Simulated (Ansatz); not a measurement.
## Response of BN to small distortions

```xyz
4
Lattice="2.5040 0.0000 0.0000 -1.2520 2.1685 0.0000 0.0000 0.0000 6.6612" Properties=species:S:1:pos:R:3 pbc="T T T"
B     0.0000    1.4457    1.6653
B     1.2520    0.7228    4.9959
N     0.0000    1.4457    4.9959
N     1.2520    0.7228    1.6653
```

Atom numbers follow the list: B1, B2, N3, N4.

The cell is COD entry 9008997, as deposited and not checked against the literature; nothing was relaxed.

Theory: DFT, PBEsol, PAW with Ansatz's default frozen-core files, scalar-relativistic (Ansatz 0.2.0).

Sampling and basis: a Γ-centred 11×11×4 k mesh, Fermi–Dirac smearing of 0.02 eV, cutoff 420 eV, no spin polarisation; the PAW files were made with PBE, and the program remakes their frozen cores for this functional.

The unchanged cell is at 0.43 GPa.

Semilocal functionals give too small gaps.

x, y and z are the Cartesian axes of the cell as listed; fractional coordinates follow a strain, and an engineering shear is twice the off-diagonal strain component.

Vzz stands for the principal value of largest size of the field-gradient tensor, whatever its axis.

(1) With this change (equal xy, yz and zx engineering shear strains of -2 %), what becomes of the energy and stress and forces and field gradients and gap?

(2) With this change (equal xy, yz and zx engineering shear strains of +1 %), what becomes of the energy and stress and forces and field gradients and gap?

(3) With this change (equal xy, yz and zx engineering shear strains of +3 %), what becomes of the energy and stress and forces and field gradients and gap?

With equal xy, yz and zx engineering shear strains of -3 %: energy change +9.5 meV/atom; stress change (xx, yy, zz, yz, xz, xy) 0.29, 0.24, 0.05, -0.03, -0.03, 11.07 GPa, compression positive; change of the force on N3 (0.394, 0.028, -0.006) eV/Å; Vzz in 10²¹ V/m²: B1 2.79 → 2.79 (η = 0.09), N3 -0.11 → 0.59 (η = 0.66); gap on the k mesh 4.24 → 4.13 eV.

(4) With this change (equal xy, yz and zx engineering shear strains of -1 %), what becomes of the energy and stress and forces and field gradients and gap?

With equal xy, yz and zx engineering shear strains of +2 %: energy change +4.3 meV/atom; stress change (xx, yy, zz, yz, xz, xy) 0.14, 0.12, 0.02, -0.16, -0.16, -7.47 GPa, compression positive; change of the force on N4 (0.263, -0.013, 0.002) eV/Å; Vzz in 10²¹ V/m²: B1 2.79 → 2.79 (η = 0.06), N3 -0.11 → 0.41 (η = 0.50); gap on the k mesh 4.24 → 4.16 eV.

Results:

(1) Energy change +4.2 meV/atom; stress change (xx, yy, zz, yz, xz, xy) 0.13, 0.11, 0.03, 0.02, 0.02, 7.40 GPa, compression positive; change of the force on N3 (0.262, 0.012, -0.003) eV/Å; Vzz in 10²¹ V/m²: B1 2.79 → 2.79 (η = 0.06), N3 -0.11 → 0.41 (η = 0.50); gap on the k mesh 4.24 → 4.17 eV.

(2) Energy change +1.1 meV/atom; stress change (xx, yy, zz, yz, xz, xy) 0.04, 0.03, 0.01, -0.06, -0.06, -3.73 GPa, compression positive; change of the force on N4 (0.131, -0.003, 0.001) eV/Å; Vzz in 10²¹ V/m²: B1 2.79 → 2.79 (η = 0.03), N3 -0.11 → 0.23 (η = 0.10); gap on the k mesh 4.24 → 4.20 eV.

(3) Energy change +9.8 meV/atom; stress change (xx, yy, zz, yz, xz, xy) 0.31, 0.27, 0.04, -0.30, -0.30, -11.23 GPa, compression positive; change of the force on N4 (0.394, -0.029, 0.005) eV/Å; Vzz in 10²¹ V/m²: B1 2.79 → 2.79 (η = 0.09), N3 -0.11 → 0.60 (η = 0.66); gap on the k mesh 4.24 → 4.11 eV.

(4) Energy change +1.1 meV/atom; stress change (xx, yy, zz, yz, xz, xy) 0.03, 0.03, 0.01, 0.03, 0.03, 3.71 GPa, compression positive; change of the force on N3 (0.131, 0.003, -0.001) eV/Å; Vzz in 10²¹ V/m²: B1 2.79 → 2.79 (η = 0.03), N3 -0.11 → 0.23 (η = 0.11); gap on the k mesh 4.24 → 4.20 eV.
